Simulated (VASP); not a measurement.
# SnSe (Pnma) in VASP: a series of runs, part 2 of 2

VASP 6.6.1. Earlier steps stand in the parts before.

## (3) Band structure, PBE+D3(BJ)

This run uses another cell than the first one, of 26.24 Å³/atom, 0.964 times its volume.

Contents of INCAR:

```
ALGO = Fast
EDIFF = 1E-7
ENCUT = 520
GGA = PE
ICORELEVEL = 1
ISIF = 2
ISMEAR = 0
IVDW = 12
KPAR = 2
LASPH = True
LCHARG = False
LREAL = False
LWAVE = False
NBANDS = 50
NELM = 80
PREC = Accurate
SIGMA = 0.03
```

Contents of KPOINTS:

```
k-points
0
Gamma
  4 8 8
```

Contents of POSCAR:

```
SnSe                                    
1.0
   11.4864948094      0.0000000000      0.0000000000
    0.0000000000      4.1722136735      0.0000000000
    0.0000000000     -0.0000000000      4.3796772134
  Sn              Se            
     4     4
Direct
     0.1176302908647919    0.2500000000000000    0.0931652734676234
     0.3823697091352080    0.7500000000000000    0.5931652734676235
     0.6176302908647916    0.2500000000000000    0.4068347265323766
     0.8823697091352084    0.7500000000000000    0.9068347265323765
     0.3570262768418762    0.2500000000000000    0.0220175693999826
     0.1429737231581238    0.7500000000000000    0.5220175693999826
     0.8570262768418760    0.2500000000000000    0.4779824306000175
     0.6429737231581240    0.7500000000000000    0.9779824306000174
```

Contents of KPOINTS_OPT:

```
explicit points
248
Reciprocal
 0.0000000000  0.0000000000  0.0000000000 1
 0.0000000000  0.0263157895  0.0000000000 1
 0.0000000000  0.0526315789  0.0000000000 1
 0.0000000000  0.0789473684  0.0000000000 1
 0.0000000000  0.1052631579  0.0000000000 1
 0.0000000000  0.1315789474  0.0000000000 1
[... 240 lines left out ...]
 0.0000000000  0.0000000000  0.5000000000 1
 0.5000000000  0.0000000000  0.0000000000 1
```

Potentials or basis: VASP PAW PBE potentials, release 64 (Sn_d, Se).

The run is started by

```console
cat potpaw_PBE.64/Sn_d/POTCAR potpaw_PBE.64/Se/POTCAR > POTCAR
mpirun -np 2 vasp_std > vasp.out
```

OUTCAR:

```text
EDIFF = 1E-7
   ENCUT = 520
   GGA = PE
   ISIF = 2
   ISMEAR = 0
   IVDW = 12
   LASPH = True
   LREAL = False
   NELM = 80
   PREC = Accurate
 IVDW          = 12

 ion  position               nearest neighbor table
   1  0.118  0.250  0.093-   5 2.77   6 2.82   6 2.82   6 3.27   6 3.27   4 3.51   4 3.51
   2  0.382  0.750  0.593-   6 2.77   5 2.82   5 2.82   5 3.27   5 3.27   3 3.51   3 3.51
   3  0.618  0.250  0.407-   7 2.77   8 2.82   8 2.82   8 3.27   8 3.27   2 3.51   2 3.51
   4  0.882  0.750  0.907-   8 2.77   7 2.82   7 2.82   7 3.27   7 3.27   1 3.51   1 3.51
   5  0.357  0.250  0.022-   1 2.77   2 2.82   2 2.82   2 3.27   2 3.27
   6  0.143  0.750  0.522-   2 2.77   1 2.82   1 2.82   1 3.27   1 3.27
   7  0.857  0.250  0.478-   3 2.77   4 2.82   4 2.82   4 3.27   4 3.27
   8  0.643  0.750  0.978-   4 2.77   3 2.82   3 2.82   3 3.27   3 3.27

  LATTYP: Found a simple orthorhombic cell.
 ALAT       =     4.1722136735
 B/A-ratio  =     1.0497250515
 C/A-ratio  =     2.7530936113

  Lattice vectors:

 A1 = (   0.0000000000,   4.1722136735,   0.0000000000)
 A2 = (   0.0000000000,   0.0000000000,   4.3796772134)
 A3 = (  11.4864948094,   0.0000000000,   0.0000000000)

[... 217 lines left out ...]
  band No.  band energies     occupation
      1     -15.7360      2.00000
      2     -15.7250      2.00000
      3     -15.7221      2.00000
      4     -15.7200      2.00000
      5     -15.7179      2.00000
      6     -15.7145      2.00000
[... 1261 lines left out ...]
     49       9.8088      0.00000
     50       9.8098      0.00000

 [... further k-points ...]

------------------------ aborting loop because EDIFF is reached ----------------------------------------

 Edisp (eV)   -2.94889

 E8    (eV) :    -1.3302

  FORCE on cell =-STRESS in cart. coord.  units (eV):
  Direction    XX          YY          ZZ          XY          YZ          ZX
  --------------------------------------------------------------------------------------
  -------------------------------------------------------------------------------------
  Total      -0.01857    -0.04819    -0.03166     0.00000     0.00000     0.00000
  in kB      -0.14172    -0.36782    -0.24169     0.00000     0.00000     0.00000
  external pressure =       -0.25 kB  Pullay stress =        0.00 kB

 VOLUME and BASIS-vectors are now :
 -----------------------------------------------------------------------------
  energy-cutoff  :      520.00
  volume of cell :      209.89
      direct lattice vectors                 reciprocal lattice vectors
    11.486494809  0.000000000  0.000000000     0.087058760  0.000000000  0.000000000
     0.000000000  4.172213673  0.000000000     0.000000000  0.239680917  0.000000000
     0.000000000  0.000000000  4.379677213     0.000000000  0.000000000  0.228327329

 POSITION                                       TOTAL-FORCE (eV/Angst)
 -----------------------------------------------------------------------------------
      1.35116      1.04305      0.40803         0.003035      0.000000      0.001096
      4.39209      3.12916      2.59787        -0.003035      0.000000      0.001096
      7.09441      1.04305      1.78180         0.003035     -0.000000     -0.001096
     10.13534      3.12916      3.97164        -0.003035      0.000000     -0.001096
      4.10098      1.04305      0.09643         0.002382     -0.000000      0.002387
      1.64227      3.12916      2.28627        -0.002382     -0.000000      0.002387
      9.84423      1.04305      2.09341         0.002382     -0.000000     -0.002387
      7.38551      3.12916      4.28325        -0.002382     -0.000000     -0.002387
 -----------------------------------------------------------------------------------
    total drift:                                0.000000      0.000000      0.000000

  FREE ENERGIE OF THE ION-ELECTRON SYSTEM (eV)
  ---------------------------------------------------
  free  energy   TOTEN  =       -35.7313169933 eV

  energy  without entropy=      -35.7313169933  energy(sigma->0) =      -35.73131699
```

stdout:

```text
POSCAR found type information on POSCAR SnSe
 POSCAR found :  2 types and       8 ions
 scaLAPACK will be used
 LDA part: xc-table for (Slater+PW92), standard interpolation
 POSCAR, INCAR and KPOINTS ok, starting setup
 FFT: planning ... GRIDC
 FFT: planning ... GRID_SOFT
 FFT: planning ... GRID
 WAVECAR not read
 entering main loop
 num prob WARNING in EDDRMM: call to ZHEGV failed, returncode =   8  4     47
 num prob  num prob  num prob  num prob  num prob  num prob RMM:  20    -0.327824282545E+02    0.59321E-07   -0.21454E-07  6301   0.235E-03
 Start KPOINTS_OPT (optional k-point list driver)
k-point batch [1-75\248]
k-point batch [76-150\248]
k-point batch [151-225\248]
k-point batch [226-248\248]
```

It took 18 min on 2 MPI ranks of Intel Xeon Platinum 8488C (Sapphire Rapids), shared host; peak memory 1.1 GiB.

Results:

| Item | Value |
| --- | --- |
| Free energy | -35.7313 eV |
| Pressure | 0.0 GPa |
| Largest force | 0.003 eV/Å |
| Band gap on the k mesh | 0.54 eV, indirect (least direct gap 0.82 eV) |
| Band gap along the path | 0.44 eV, indirect (least direct gap 0.52 eV) |
| Dispersion energy per atom | -0.369 eV |

Forces in eV/Å, atoms in the order of the input:
```
Sn   0.003  0.000  0.001
Sn  -0.003  0.000  0.001
Sn   0.003  0.000 -0.001
Sn  -0.003  0.000 -0.001
Se   0.002  0.000  0.002
Se  -0.002  0.000  0.002
Se   0.002  0.000 -0.002
Se  -0.002  0.000 -0.002
```

Levels at the corners of the path, in eV from the valence-band top:
| point | band 38 | band 39 | band 40 | band 41 | band 42 | band 43 |
| --- | --- | --- | --- | --- | --- | --- |
| Γ | -1.34 | -0.75 | -0.61 | 0.51 | 2.94 | 3.11 |
| X | -1.03 | -0.69 | -0.69 | 0.91 | 0.91 | 1.36 |
| X | -1.03 | -0.69 | -0.69 | 0.91 | 0.91 | 1.36 |
| S | -2.38 | -1.56 | -1.56 | 2.57 | 2.57 | 2.98 |
| S | -2.38 | -1.56 | -1.56 | 2.57 | 2.57 | 2.98 |
| Y | -0.82 | -0.29 | -0.29 | 1.19 | 1.19 | 1.41 |
| Y | -0.82 | -0.29 | -0.29 | 1.19 | 1.19 | 1.41 |
| Γ | -1.34 | -0.75 | -0.61 | 0.51 | 2.94 | 3.11 |
| Γ | -1.34 | -0.75 | -0.61 | 0.51 | 2.94 | 3.11 |
| Z | -1.95 | -0.62 | -0.62 | 2.53 | 2.53 | 2.75 |
| Z | -1.95 | -0.62 | -0.62 | 2.53 | 2.53 | 2.75 |
| U | -0.95 | -0.95 | -0.95 | 1.38 | 1.38 | 1.38 |
| U | -0.95 | -0.95 | -0.95 | 1.38 | 1.38 | 1.38 |
| R | -1.63 | -1.63 | -1.63 | 2.37 | 2.37 | 2.37 |
| R | -1.63 | -1.63 | -1.63 | 2.37 | 2.37 | 2.37 |
| T | -0.49 | -0.26 | -0.26 | 1.12 | 1.12 | 1.46 |
| T | -0.49 | -0.26 | -0.26 | 1.12 | 1.12 | 1.46 |
| Z | -1.95 | -0.62 | -0.62 | 2.53 | 2.53 | 2.75 |
| Y | -0.82 | -0.29 | -0.29 | 1.19 | 1.19 | 1.41 |
| T | -0.49 | -0.26 | -0.26 | 1.12 | 1.12 | 1.46 |
| U | -0.95 | -0.95 | -0.95 | 1.38 | 1.38 | 1.38 |
| X | -1.03 | -0.69 | -0.69 | 0.91 | 0.91 | 1.36 |
| S | -2.38 | -1.56 | -1.56 | 2.57 | 2.57 | 2.98 |
| R | -1.63 | -1.63 | -1.63 | 2.37 | 2.37 | 2.37 |

Core levels (eV, on the scale of the bands):
```
atom                                                                                     levels
1 Sn  1s -28997.1, 2s -4368.6, 2p -3920.2, 3s -834.8, 3p -688.3, 3d -463.1, 4s -123.7, 4p -79.5
2 Sn  1s -28997.1, 2s -4368.6, 2p -3920.2, 3s -834.8, 3p -688.3, 3d -463.1, 4s -123.7, 4p -79.5
3 Sn  1s -28997.1, 2s -4368.6, 2p -3920.2, 3s -834.8, 3p -688.3, 3d -463.1, 4s -123.7, 4p -79.5
4 Sn  1s -28997.1, 2s -4368.6, 2p -3920.2, 3s -834.8, 3p -688.3, 3d -463.1, 4s -123.7, 4p -79.5
5 Se                        1s -12491.8, 2s -1595.3, 2p -1401.7, 3s -202.0, 3p -141.5, 3d -41.6
6 Se                        1s -12491.8, 2s -1595.3, 2p -1401.7, 3s -202.0, 3p -141.5, 3d -41.6
```

Caveat: spin-orbit coupling is left out, which moves the levels of the heavy elements; the mesh misses the band edges, which the band path finds closer together.

## (4) Against experiment

Step 2. A measured gap of SnSe is 0.99 eV (indirect; 20 K; “Linear dichroism of the optical properties of SnS and SnSe van der Waals crystals”, 2024, arxiv:2409.17412); the calculated 0.52 eV misses it by -0.47 eV. 2 values of this kind are on record (0.89 to 0.99 eV); this one was drawn at random. Spin-orbit coupling on Se, Sn is left out. The value is that of rev-vdW-DF2, without temperature or zero-point motion.

Step 3. A measured gap of SnSe is 0.89 eV (indirect; 300 K; “Linear dichroism of the optical properties of SnS and SnSe van der Waals crystals”, 2024, arxiv:2409.17412); the calculated 0.44 eV misses it by -0.45 eV. 2 values of this kind are on record (0.89 to 0.99 eV); this one was drawn at random. Spin-orbit coupling on Se, Sn is left out. The value is that of PBE+D3(BJ), without temperature or zero-point motion. Semilocal functionals fall short of measured gaps as a rule.
